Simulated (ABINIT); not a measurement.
# A GW run on BAs (F-43m) in ABINIT, with inputs changed

Aim: change inputs of a GW run on BAs (F-43m) and see what moves.

Method: PBE and many-body steps on it, plane waves, in ABINIT 10.8.3.

### Step 1. Starting point

The structure is cubic, space group F-43m (No. 216). The conventional cell has a = 4.777 Å, b = 4.777 Å, c = 4.777 Å, α = 90.00°, β = 90.00°, γ = 90.00°. B has 4 As at 2.07 Å nearest. Nearest to As lie 4 B at 2.07 Å. Farther neighbours are not listed.

The cell and positions come from the Crystallography Open Database and are kept as given unless a step says otherwise.

### Step 2. Screening, 6×6×6 mesh, 239 bands, screening to 304.8 eV

This step: ABINIT 10.8.3; RPA screening on PBE, plane waves, norm-conserving pseudopotentials.

The RPA dielectric matrix is built and inverted for each q.

File run.abi:

```
acell 3*1.0 Angstrom
rprim 
  -0.000000000000 2.388500000000 2.388500000000
  2.388500000000 -0.000000000000 2.388500000000
  2.388500000000 2.388500000000 -0.000000000000
ntypat 2
znucl 5 33
natom 2
typat 1 2
xred 
  0.000000000000 0.000000000000 0.000000000000
  0.250000000000 0.250000000000 0.250000000000
pp_dirpath "pseudos"
pseudos "B.upf, As.upf"
ecut 38
ngkpt 6 6 6
nshiftk 1
shiftk 0 0 0
kptopt 1
chksymbreak 0
istwfk *1
occopt 1
irdwfk 1
optdriver 3
nband 239
ecuteps 11.2
inclvkb 2
awtr 1
symchi 1
indata_prefix "in"
outdata_prefix "out"
tmpdata_prefix "tmp"
```

On the command line:

```sh
OMP_NUM_THREADS=1 mpirun -n 4 abinit run.abi > log
```

The log of the run:

```text
.Version 10.8.3 of ABINIT. v10.8.2 released Aug 2026.

 Symmetries : space group F-4 3 m (#216); Bravais cF (face-center cubic)
[... echo of the input left out ...]
== DATASET  1 ==================================================================
-   mpi_nproc: 4, omp_nthreads: 1 (-1 if OMP is not activated)

--- !DatasetInfo
iteration_state: {dtset: 1, }
dimensions: {natom: 2, nkpt: 16, mband: 239, nsppol: 1, nspinor: 1, nspden: 1, mpw: 2085, }
cutoff_energies: {ecut:  38.0, pawecutdg:  -1.0, }
electrons: {nelect:   1.80000000E+01, charge:   0.00000000E+00, occopt:   1.00000000E+00, tsmear:   1.00000000E-02, }

 SCREENING: Calculation of the susceptibility and dielectric matrices

 Based on a program developped by R.W. Godby, V. Olevano, G. Onida, and L. Reining.
 Incorporated in ABINIT by V. Olevano, G.-M. Rignanese, and M. Torrent.
.Using double precision arithmetic ; gwpc =  8

[... cell and pseudopotentials left out ...]
--------------------------------------------------------------------------------

 ==== K-mesh for the wavefunctions ====
 Number of points in the irreducible wedge :    16
[... list of points left out ...]
 Together with 24 symmetry operations and time-reversal symmetry
 yields   216 points in the full Brillouin Zone.

 ==== Q-mesh for the screening function ====
 Number of points in the irreducible wedge :    16
[... list of points left out ...]
 Together with 24 symmetry operations and time-reversal symmetry
 yields   216 points in the full Brillouin Zone.

 setmesh: FFT mesh size selected  =    27x   27x   27
          total number of points  =        19683

 vcoul_init : cutoff-mode = AUXILIARY_FUNCTION
 q-points for optical limit:   1
     1)      0.000010    0.000020    0.000030

- screening: taking advantage of time-reversal symmetry
- Maximum band index for partially occupied states nbvw = 9
- Remaining bands to be divided among processors   nbcw = 230
- Number of bands treated by each node ~57

 Number of electrons calculated from density =   18.0000; Expected =   18.0000
 average of density, n =  0.097875
 r_s =    1.3461
 omega_plasma =   30.1780 [eV]

 calculating chi0 at frequencies [eV] :
  1    0.000000E+00    0.000000E+00
  2    0.000000E+00    3.017802E+01

--------------------------------------------------------------------------------
  q-point number  1        q = ( 0.000000, 0.000000, 0.000000) [r.l.u.]
--------------------------------------------------------------------------------
[... chi0 elements left out ...]
 For q-point:  0.000010 0.000020 0.000030
  dielectric constant =  10.4887
  dielectric constant without local fields =  11.4884

  Average fulfillment of the sum rule on Im[epsilon] for q-point    1 :    119.37  [%]
[... wings left out ...]
  q-point number  2        q = ( 0.166667, 0.000000, 0.000000) [r.l.u.]
--------------------------------------------------------------------------------
[... chi0 elements left out ...]
  Average fulfillment of the sum rule on Im[epsilon] for q-point    2 :    149.30  [%]

 [... 14 further q-points ...]
```

The job ended after 7 min (4 MPI ranks of Arm Neoverse V1, shared host; peak memory 1.9 GiB; 28 min of CPU time).

This step gave:

```
ε∞ with local fields, on this mesh, along the program's q direction : 10.49
the same without local fields                                       : 11.49
plasma frequency                                                    : 30.18 eV
plane waves in the screening matrix                                 : 331
```

Local fields lower ε∞ by 9 %.

### Step 3. Base

The self-energy is evaluated for the states that the input lists, and the levels follow from it, in one-shot runs by the linearised quasiparticle equation.

This step: G0W0 on PBE, plane waves, norm-conserving pseudopotentials.

Edit run.abi of step 2 so:

```diff
@@ -23,8 +23,17 @@
 irdwfk 1
-optdriver 3
+optdriver 4
 nband 239
+gwcalctyp 0
+ecutsigx 38
+symsigma 1
+nkptgw 2
+kptgw 
+  0.0000000000 0.0000000000 0.0000000000
+  0.3333333333 0.3333333333 0.0000000000
+bdgw 
+  7 12
+  8 11
 ecuteps 11.2
-inclvkb 2
-awtr 1
-symchi 1
+irdscr 1
+ppmodel 1
 indata_prefix "in"
```

The log of the run:

```text
.Version 10.8.3 of ABINIT. v10.8.2 released Aug 2026.

 Symmetries : space group F-4 3 m (#216); Bravais cF (face-center cubic)
[... echo of the input left out ...]
== DATASET  1 ==================================================================
-   mpi_nproc: 4, omp_nthreads: 1 (-1 if OMP is not activated)

--- !DatasetInfo
iteration_state: {dtset: 1, }
dimensions: {natom: 2, nkpt: 16, mband: 239, nsppol: 1, nspinor: 1, nspden: 1, mpw: 2085, }
cutoff_energies: {ecut:  38.0, pawecutdg:  -1.0, }
electrons: {nelect:   1.80000000E+01, charge:   0.00000000E+00, occopt:   1.00000000E+00, tsmear:   1.00000000E-02, }

 SIGMA: Calculation of the GW corrections

 Based on a program developped by R.W. Godby, V. Olevano, G. Onida, and L. Reining.
 Incorporated in ABINIT by V. Olevano, G.-M. Rignanese, and M. Torrent.
.Using double precision arithmetic ; gwpc =  8

[... cell and pseudopotentials left out ...]
--------------------------------------------------------------------------------

 ==== K-mesh for the wavefunctions ====
 Number of points in the irreducible wedge :    16
[... list of points left out ...]
 Together with 24 symmetry operations and time-reversal symmetry
 yields   216 points in the full Brillouin Zone.

 ==== Q-mesh for screening function ====
 Number of points in the irreducible wedge :    16
[... list of points left out ...]
 Together with 24 symmetry operations and time-reversal symmetry
 yields   216 points in the full Brillouin Zone.

 vcoul_init : cutoff-mode = AUXILIARY_FUNCTION
 q-points for optical limit:   1
     1)      0.000010    0.000020    0.000030
 setmesh: FFT mesh size selected  =    36x   36x   36
          total number of points  =        46656

 Number of electrons calculated from density =   18.0000; Expected =   18.0000
 average of density, n =  0.097875
 r_s =    1.3461
 omega_plasma =   30.1780 [eV]

 === KS Band Gaps ===
  >>>> For spin  1
   Minimum direct gap =   3.2922 [eV], located at k-point      :   0.0000  0.0000  0.0000
   Fundamental gap    =   1.2941 [eV], Top of valence bands at :   0.0000  0.0000  0.0000
                                       Bottom of conduction at :   0.3333  0.3333  0.0000
 SIGMA fundamental parameters:
 PLASMON POLE MODEL  1
 number of plane-waves for SigmaX                 2085
 number of plane-waves for SigmaC and W            331
 number of plane-waves for wavefunctions          2085
 number of bands                                   239
 number of independent spin polarizations            1
 number of spinorial components                      1
 number of k-points in IBZ                          16
 number of q-points in IBZ                          16
 number of symmetry operations                      24
 number of k-points in BZ                          216
 number of q-points in BZ                          216
 number of frequencies for dSigma/dE                 9
 frequency step for dSigma/dE [eV]                0.25
 number of omega for Sigma on real axis              0
 max omega for Sigma on real axis  [eV]           0.00
 zcut for avoiding poles [eV]                     0.10

 EPSILON^-1 parameters (SCR file):
 dimension of the eps^-1 matrix on file            331
 dimension of the eps^-1 matrix used               331
 number of plane-waves for wavefunctions          2085
 number of bands                                   239
 number of q-points in IBZ                          16
 number of frequencies                               2
 number of real frequencies                          1
 number of imag frequencies                          1

 matrix elements of self-energy operator (all in [eV])

 Perturbative Calculation

--- !SelfEnergy_ee
iteration_state: {dtset: 1, }
kpoint     : [   0.000,    0.000,    0.000, ]
spin       : 1
KS_gap     :    3.292
QP_gap     :    4.122
Delta_QP_KS:    0.830
data: !SigmaeeData |
     Band     E0 <VxcDFT>   SigX SigC(E0)      Z dSigC/dE  Sig(E)    E-E0       E
        7   6.564 -13.701 -15.543   0.643   0.805  -0.242 -14.666  -0.964   5.600
        8   6.564 -13.701 -15.543   0.643   0.805  -0.242 -14.666  -0.964   5.600
        9   6.564 -13.701 -15.543   0.643   0.805  -0.242 -14.666  -0.964   5.600
       10   9.857 -12.550  -8.416  -4.301   0.807  -0.239 -12.685  -0.135   9.722
       11   9.857 -12.550  -8.416  -4.301   0.807  -0.239 -12.685  -0.135   9.722
       12   9.857 -12.550  -8.416  -4.301   0.807  -0.239 -12.685  -0.135   9.722

--- !SelfEnergy_ee
iteration_state: {dtset: 1, }
kpoint     : [   0.333,    0.333,    0.000, ]
spin       : 1
KS_gap     :    4.745
QP_gap     :    5.876
Delta_QP_KS:    1.131
data: !SigmaeeData |
     Band     E0 <VxcDFT>   SigX SigC(E0)      Z dSigC/dE  Sig(E)    E-E0       E
        8   3.114 -12.780 -16.164   1.895   0.794  -0.260 -13.962  -1.182   1.932
        9   3.114 -12.780 -16.164   1.895   0.794  -0.260 -13.962  -1.182   1.932
       10   7.859 -11.353  -7.290  -4.126   0.815  -0.226 -11.404  -0.051   7.808
       11   9.721 -10.888  -6.139  -4.733   0.814  -0.228 -10.875   0.013   9.735

== END DATASET(S) ==============================================================
================================================================================

 -outvars: echo values of variables after computation  --------
           etotal      0.0000000000E+00
            nband         239
             nkpt          16
          spgroup         216
 [... the other variables as echoed above ...]

 Calculation completed.
```

Run time: 92 s. Hardware: 4 MPI ranks; peak memory 2 GiB.

This step gave:

- G0W0 gap on the points computed: 2.208 eV
- starting gap on the mesh: 1.294 eV
- k of the valence top: 0, 0, 0
- k of the conduction bottom: 0.3333, 0.3333, 0
- Z at the valence top: 0.805
- Z at the conduction bottom: 0.815
- least direct G0W0 gap on the computed points: 4.122 eV

The gap on the mesh goes from 1.29 eV to 2.21 eV, a correction of +0.91 eV.

### Step 4. Coulomb singularity

Edit run.abi of step 3 so:

```diff
@@ -38,2 +38,3 @@
 ppmodel 1
+gw_icutcoul 3
 indata_prefix "in"
```

The log of the run:

```text
.Version 10.8.3 of ABINIT. v10.8.2 released Aug 2026.

 Symmetries : space group F-4 3 m (#216); Bravais cF (face-center cubic)
[... echo of the input left out ...]
== DATASET  1 ==================================================================
-   mpi_nproc: 4, omp_nthreads: 1 (-1 if OMP is not activated)

--- !DatasetInfo
iteration_state: {dtset: 1, }
dimensions: {natom: 2, nkpt: 16, mband: 239, nsppol: 1, nspinor: 1, nspden: 1, mpw: 2085, }
cutoff_energies: {ecut:  38.0, pawecutdg:  -1.0, }
electrons: {nelect:   1.80000000E+01, charge:   0.00000000E+00, occopt:   1.00000000E+00, tsmear:   1.00000000E-02, }

 SIGMA: Calculation of the GW corrections

 Based on a program developped by R.W. Godby, V. Olevano, G. Onida, and L. Reining.
 Incorporated in ABINIT by V. Olevano, G.-M. Rignanese, and M. Torrent.
.Using double precision arithmetic ; gwpc =  8

[... cell and pseudopotentials left out ...]
--------------------------------------------------------------------------------

 ==== K-mesh for the wavefunctions ====
 Number of points in the irreducible wedge :    16
[... list of points left out ...]
 Together with 24 symmetry operations and time-reversal symmetry
 yields   216 points in the full Brillouin Zone.

 ==== Q-mesh for screening function ====
 Number of points in the irreducible wedge :    16
[... list of points left out ...]
 Together with 24 symmetry operations and time-reversal symmetry
 yields   216 points in the full Brillouin Zone.

 vcoul_init : cutoff-mode = CRYSTAL
 q-points for optical limit:   1
     1)      0.000010    0.000020    0.000030
 setmesh: FFT mesh size selected  =    36x   36x   36
          total number of points  =        46656

 Number of electrons calculated from density =   18.0000; Expected =   18.0000
[...]
number of omega for Sigma on real axis              0
 max omega for Sigma on real axis  [eV]           0.00
 zcut for avoiding poles [eV]                     0.10

 EPSILON^-1 parameters (SCR file):
 dimension of the eps^-1 matrix on file            331
 dimension of the eps^-1 matrix used               331
 number of plane-waves for wavefunctions          2085
 number of bands                                   239
 number of q-points in IBZ                          16
 number of frequencies                               2
 number of real frequencies                          1
 number of imag frequencies                          1

 matrix elements of self-energy operator (all in [eV])

 Perturbative Calculation

--- !SelfEnergy_ee
iteration_state: {dtset: 1, }
kpoint     : [   0.000,    0.000,    0.000, ]
spin       : 1
KS_gap     :    3.292
QP_gap     :    4.098
Delta_QP_KS:    0.806
data: !SigmaeeData |
     Band     E0 <VxcDFT>   SigX SigC(E0)      Z dSigC/dE  Sig(E)    E-E0       E
        7   6.564 -13.701 -15.161   0.471   0.810  -0.234 -14.503  -0.801   5.763
        8   6.564 -13.701 -15.161   0.471   0.810  -0.234 -14.503  -0.801   5.763
        9   6.564 -13.701 -15.161   0.471   0.810  -0.234 -14.503  -0.801   5.763
[...]
--- !SelfEnergy_ee
iteration_state: {dtset: 1, }
kpoint     : [   0.333,    0.333,    0.000, ]
spin       : 1
KS_gap     :    4.745
QP_gap     :    5.858
Delta_QP_KS:    1.113
data: !SigmaeeData |
     Band     E0 <VxcDFT>   SigX SigC(E0)      Z dSigC/dE  Sig(E)    E-E0       E
[...]
10   7.859 -11.353  -7.290  -3.953   0.821  -0.219 -11.263   0.091   7.949
       11   9.721 -10.888  -6.139  -4.560   0.819  -0.220 -10.733   0.155   9.876

== END DATASET(S) ==============================================================
================================================================================

 -outvars: echo values of variables after computation  --------
           etotal      0.0000000000E+00
            nband         239
             nkpt          16
          spgroup         216
 [... the other variables as echoed above ...]

 Calculation completed.
```

It took 93 s on 4 MPI ranks; peak memory 2 GiB.

This step gave:

| Property | Result |
| --- | --- |
| G0W0 gap on the points computed | 2.186 eV |
| starting gap on the mesh | 1.294 eV |
| k of the valence top | 0, 0, 0 |
| k of the conduction bottom | 0.3333, 0.3333, 0 |
| Z at the valence top | 0.81 |
| Z at the conduction bottom | 0.821 |
| least direct G0W0 gap on the computed points | 4.098 eV |

Against G0W0 in ABINIT (6×6×6 mesh, 239 bands, screening to 304.8 eV, Godby-Needs plasmon pole), the gap moves by −0.022 eV.

### Step 5. Side by side

Times are wall times on 4 MPI ranks of Arm Neoverse V1, shared host, good to a factor of about two. A run's time includes the screening step that it read.

```csv
run,mesh,bands,screening cutoff (eV),DFT gap (eV),gap on the mesh (eV),direct (eV),ε∞ used,time
base,6×6×6,239,304.8,1.294,2.208,4.122,10.49,8.6 min
Coulomb singularity,6×6×6,239,304.8,1.294,2.186,4.098,10.49,8.6 min
```

### Step 6. Summary of results

- base: 2.208 eV
- Coulomb singularity: 2.186 eV
- known limits: not at the basis limit; exchange with frozen shells missing; no spin-orbit coupling

What this shows: Coulomb singularity: −0.022 eV against base (keys changed: gw_icutcoul). Bands and cutoff are finite, so the gap is not at the basis limit. The miss can reach some tenths of an eV and take either sign; the mesh is an error of its own. In the G0W0 runs levels were corrected at 2 k points alone, so a gap called «on the mesh» is the least over those, and an edge elsewhere would be missed. The norm-conserving file of at least one element keeps a d shell over frozen s and p shells of the same row. Exchange with those shells is missing from the self-energy, an error of 0.3 to 0.9 eV in cases checked, whose sign depends on which edge lies on those atoms. The many-body steps are scalar-relativistic: spin-orbit coupling is not in them.

[Paths, hosts, dates, memory and timing lines, banners, echoed tables and standing remarks are left out of the program output.]

[Logs are printed without paths, hosts, clocks, repeated set-up lines and the standing remarks that a program may print on its own settings, such as how far it seeks lower states.]

[Runs of the session that timed out or met a known fault of the program may be left out.]

[Hosts, paths, dates, database ids (printed as entryN), source tags and the programs' standing remarks are cut or masked in the printed files.]

[G0W0 gaps are taken among the corrected bands and points alone; a level outside them can change the order at an edge.]

[Where Ansatz stands beside ABINIT at settings called matched, ABINIT's density can come from a denser mesh and the files from another edition; pairs whose starting gaps differed by over 0.03 eV were left out, so agreement reads better than it is.]
